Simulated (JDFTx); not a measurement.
## BN under changes of volume

One of the cells (9.145 Å³/atom); the others are scaled copies at fixed shape and fractional positions:

```
N B
1.0
     1.25112    0.72234    3.37293
    -1.25112    0.72234    3.37293
     0.00000   -1.44467    3.37293
N B
1 1
Direct
  0.66724 0.66724 0.66724
  0.00033 0.00033 0.00033
```

The cell is a database's computed one.

| Item | Value |
| --- | --- |
| Program | JDFTx 1.7.0 (patched build) |
| Functional | PBEsol |
| Potentials or basis | PseudoDojo-SR-PBEsol-0.4.1-standard with smoothed tails |
| Cutoff | 1143 eV |
| Density cutoff | 9143 eV |
| k mesh | 12 × 12 × 12 |
| Occupations | fermi-dirac, width 0.05 eV |
| Spin | no spin polarisation |

```csv
volume (Å³/atom),energy over the lowest point (meV/atom),pressure (GPa),gap on the mesh (eV),largest force (eV/Å)
8.596,31.19,17.8,4.28,0.002
8.779,?,?,?,?
8.962,4.15,6.2,4.23,0.002
9.145,0.00,1.1,4.21,0.003
9.328,1.38,-3.5,4.18,0.004
9.510,7.82,-7.7,4.16,0.006
9.693,18.86,-11.6,4.13,0.007
```

What does the run at 8.779 Å³/atom give?

Energy over the lowest point 14.35 meV/atom; pressure 11.7 GPa; gap on the mesh 4.25 eV; largest force 0.000 eV/Å.

Worked out: A Birch-Murnaghan fit of order 3 (a polynomial in V^(-2/3)) to the other rows has its minimum at 9.19 Å³/atom with B0 = V·E''(V) = 238 GPa and B' = 3.5 at fixed shape and positions, which overstates the stiffness. It gives 14.35 meV/atom at 8.779 Å³/atom, against the run's 14.35, and -dE/dV = 11.8 GPa, against 11.7. A straight line through the other rows of the gap, of slope -1.23 eV per unit of ln V, gives 4.26 eV, against the run's 4.25.

Energies are extrapolated to zero smearing.

A mesh can miss the band edges.
